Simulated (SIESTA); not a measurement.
Co:

```
Co
1.0
     2.47200    0.00000    0.00000
    -1.23600    2.14081    0.00000
     0.00000    0.00000    4.02114
Co
2
Direct
  0.66667 0.33333 0.75000
  0.33333 0.66667 0.25000
```

Program: SIESTA 5.4.2. Alike in all runs: task band structure; spin collinear, ferromagnetic start; cell as given; smearing fermi-dirac 0.05 eV; grid cutoff 800 Ry; energy shift 0.003 Ry.

Problem. Order these runs on this cell by their pressure, lowest first.
A. level vdW-DF-cx; potentials or basis PseudoDojo 0.4 standard (PBE files), DZP (energy shift 0.003 Ry; two zetas on semicore shells); k mesh 8 × 8 × 5; mesh quality coarse
B. level LDA; potentials or basis PseudoDojo 0.4 standard (LDA files), DZP (energy shift 0.003 Ry; two zetas on semicore shells); k mesh 12 × 12 × 7; mesh quality not flagged
C. level PBE; potentials or basis PseudoDojo 0.4 standard (PBE files), DZP (energy shift 0.003 Ry; two zetas on semicore shells); k mesh 8 × 8 × 5; mesh quality coarse
D. level vdW-DF2; potentials or basis PseudoDojo 0.4 standard (PBE files), DZP (energy shift 0.003 Ry; two zetas on semicore shells); k mesh 8 × 8 × 5; mesh quality coarse
E. level PBEsol; potentials or basis PseudoDojo 0.4 standard (PBEsol files), DZP (energy shift 0.003 Ry; two zetas on semicore shells); k mesh 12 × 12 × 7; mesh quality not flagged

Solution. B (-14.7 GPa), E (-5.2 GPa), A (-2.4 GPa), C (6.1 GPa), D (22.3 GPa).

Caveats: some runs use coarse meshes; short orbitals over semicore shells can move pressures by several GPa; the basis of atomic orbitals isn't converged, which shifts pressures, moduli and gaps; the potentials were made for another functional, which shifts forces and pressure (some runs).

Not every run made on this cell is shown here.
